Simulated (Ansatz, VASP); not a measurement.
## Al in VASP and in Ansatz

The input INCAR:

```
SYSTEM = Al
PREC = Accurate
ENCUT = 520
EDIFF = 1E-6
ISMEAR = 0
SIGMA = 0.15
LREAL = .FALSE.
LASPH = .TRUE.
NELM = 60
ALGO = Normal
ISIF = 2
LWAVE = .FALSE.
LCHARG = .FALSE.
GGA = PE
NBANDS = 8
```

File KPOINTS:

```
regular mesh
0
G
  22 22 22
  0 0 0
```

File POSCAR:

```
Al
1.0
   -1.5389034138      1.5389034138      1.7869746441
    1.5389034138     -1.5389034138      1.7869746441
    1.5389034138      1.5389034138     -1.7869746441
Al
1
Direct
    0.0000000000      0.0000000000      0.0000000000
```

Input for Ansatz:

```yaml
crystal:
  lattice:
    - [-1.5389034138, 1.5389034138, 1.7869746441]
    - [1.5389034138, -1.5389034138, 1.7869746441]
    - [1.5389034138, 1.5389034138, -1.7869746441]
  atoms:
    - { symbol: Al, position: [0.0, 0.0, 0.0] }
basis:
  ecutwfc: 420
kpoints:
  mp_grid: { grid: [22, 22, 22] }
hamiltonian:
  xc: pbe
scf:
  occupations: { method: gaussian, width: 0.15 }
output:
  forces: true
  stress: true
  eigenvalues: true
```

Alike in both runs: task single point; functional PBE; k mesh 22 × 22 × 22; occupations gaussian, width 0.15 eV; no spin polarisation.

|  | VASP | Ansatz |
| --- | --- | --- |
| version | VASP 6.6.1 | Ansatz 0.2.0 |
| potentials or method | VASP PAW PBE potentials, release 64 (Al) | scalar-relativistic, plane waves, PAW |
| plane-wave cutoff (eV) | 520 | 420 |
| valence electrons in the cell | 3 | 3 |

```csv
,VASP,Ansatz,Ansatz less VASP
gap on the k mesh at the Fermi level (eV),none,none,-
pressure (GPa),-0.5,-0.5,+0.02
largest component of the traceless stress (GPa),4.63,4.62,-0.015
```

A gap of «none» marks a metal or a gap that the smearing closes. With one functional, cell and mesh, what is left measures potentials, basis and numerics.
